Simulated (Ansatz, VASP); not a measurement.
**One calculation of HfB, two programs**

```
Hf B
1.0
     0.00000    2.41204    2.41204
     2.41204    0.00000    2.41204
     2.41204    2.41204    0.00000
Hf B
1 1
Direct
  0.50000 0.50000 0.50000
  0.00000 0.00000 0.00000
```

Alike in both runs: functional r2SCAN; k mesh 12 × 12 × 12; occupations fermi-dirac, width 0.05 eV; no spin polarisation.

Ansatz relaxed the structure, and its values are those at the end. VASP's run is a single point on that final structure, the one shown.

|  | VASP | Ansatz |
| --- | --- | --- |
| version | VASP 6.6.1 | Ansatz 0.2.0 |
| potentials or method | VASP PAW PBE potentials, release 64 (Hf_pv, B) | PAW with Ansatz's default frozen-core files, scalar-relativistic |
| plane-wave cutoff (eV) | 520 | 500 |
| valence electrons in the cell | 13 | 29 |

|  | VASP | Ansatz | Ansatz less VASP |
| --- | --- | --- | --- |
| pressure (GPa) | -0.1 | 0.0 | +0.15 |

The two sets of potentials don't hold the same shells in valence. Ansatz warned: «gradients_without_spin_orbit».

Caveats: the PAW data sets were made with another functional, which shifts forces and pressure a little (VASP). Spin-orbit coupling is left out, which matters for the levels of Hf.
